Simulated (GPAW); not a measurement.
The system is LiF.

```
F Li
1.0
     2.55953    0.00000    0.00000
     0.00000    2.55953    0.00000
     0.00000    0.00000    2.55953
F Li
1 1
Direct
  0.50000 0.50000 0.50000
  0.00000 0.00000 0.00000
```

Measurements of this composition are mostly on another form, of space group No. 225.

Program: GPAW 26.7.0. Alike in all runs: potentials or basis the program's PAW data sets (release 1.2.1) made for this functional, pw; no spin polarisation; cell as given; k mesh 10 × 10 × 10; cutoff (eV) 800.

Q: Order these runs on this cell by their pressure, lowest first.
A. level RPBE+D3(BJ); smearing gaussian 0.1 eV; band path GXMGRX,MR; band points 100
B. level RPBE; smearing gaussian 0.1 eV
C. level LDA; smearing gaussian 0.05 eV

A: A (-12.2 GPa), C (-8.2 GPa), B (2.3 GPa).

Runs at the PBE level aren't shown here.
